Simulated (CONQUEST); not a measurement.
AlN under changes of volume

One of the cells (10.451 Å³/atom); the others are scaled copies at fixed shape and fractional positions:

```
Al N
1.0
     3.11300    0.00000    0.00000
     0.00000    4.98100    0.00000
     0.00000    0.00000    5.39187
Al N
4 4
Direct
  0.00000 0.50000 0.33333
  0.50000 0.50000 0.83333
  0.00000 0.00000 0.66667
  0.50000 0.00000 0.16667
  0.00000 0.88000 0.33333
  0.50000 0.88000 0.83333
  0.00000 0.38000 0.66667
  0.50000 0.38000 0.16667
```

| Quantity | Value |
| --- | --- |
| Program | CONQUEST 1.3 |
| Functional | PBE |
| Potentials or basis | PseudoDojo NC PBE, DZ, grid of 36 × 60 × 60 points |
| k mesh | 9 × 6 × 5 |
| Occupations | fermi-dirac, width 0.05 eV |
| Spin | no spin polarisation |

```csv
volume (Å³/atom),energy over the lowest point (meV/atom),pressure (GPa),gap on the mesh (eV),largest force (eV/Å)
9.824,95.31,27.1,4.75,0.237
10.033,?,?,?,?
10.242,40.15,16.1,4.35,0.199
10.451,22.09,11.8,4.17,0.180
10.660,9.23,7.7,3.98,0.176
10.869,1.96,3.5,3.81,0.146
11.078,0.00,-0.2,3.64,0.134
```

**Question.** What does the run at 10.033 Å³/atom give?

**Answer.** Energy over the lowest point 64.15 meV/atom; pressure 20.8 GPa; gap on the mesh 4.55 eV; largest force 0.222 eV/Å.

Worked out: A Birch-Murnaghan fit of order 3 (a polynomial in V^(-2/3)) to the other rows has its minimum at 11.06 Å³/atom with B0 = V·E''(V) = 198 GPa (rough, since the energies scatter) at fixed shape and positions, which overstates the stiffness. It gives 64.63 meV/atom at 10.033 Å³/atom, against the run's 64.15, and -dE/dV = 21.1 GPa, against 20.8. A straight line through the other rows of the gap, of slope -9.24 eV per unit of ln V, gives 4.55 eV, against the run's 4.55.

Energies are extrapolated to zero smearing.

Caveats: the atomic basis is small; an odd mesh through Γ misses points on the zone boundary, where band edges often lie; the basis of atomic orbitals isn't converged, which shifts pressures, moduli and gaps.
